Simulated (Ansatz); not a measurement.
## InP: single point with PBE

**Measured values to compare with.**

A printed reference work, data compilation reports, for a bulk crystal of InP at 1.6 K: band gap 1.4236 eV (direct).

InP:

```
In P
1.0
     0.00000    2.93050    2.93050
     2.93050    0.00000    2.93050
     2.93050    2.93050    0.00000
In P
1 1
Direct
  0.00000 0.00000 0.00000
  0.75000 0.75000 0.75000
```

```yaml
Program: Ansatz 0.2.0
Task: single point
Functional: PBE
Potentials_or_basis: all-electron LAPW, scalar-relativistic
Cutoff: 245 eV (chosen from the basis error)
Basis_error_allowed: 0.001 eV/atom
k_mesh: 8 × 8 × 8
Occupations: gaussian, width 0.021 eV
Spin: no spin polarisation
```

The pressure is 3.3 GPa and the band gap on the k mesh is 0.71 eV, direct.

Levels at points of the mesh, in eV from the valence-band top:
```tsv
k point	band 15	band 16	band 17	band 18	band 19	band 20
(0.00, 0.00, 0.00)	0.00	0.00	0.00	0.71	4.09	4.09
(0.00, 0.00, -0.50)	-5.73	-0.97	-0.97	1.50	4.81	4.81
(0.00, -0.50, -0.50)	-5.75	-2.32	-2.32	1.77	2.27	9.21
```

Wall time 9.7 s on 1 thread of Arm Neoverse V2 (shared host), peak memory 0.27 GiB.

Measured gap of InP: 1.4236 eV (direct; 1.6 K; a printed reference work, data compilation). This calculation gives 0.71 eV (-0.71 eV). Spin-orbit coupling on In is left out. The value is that of PBE, without temperature or zero-point motion. Semilocal functionals fall short of measured gaps as a rule.

Caveat: spin-orbit coupling is left out, which moves the levels of the heavy elements.
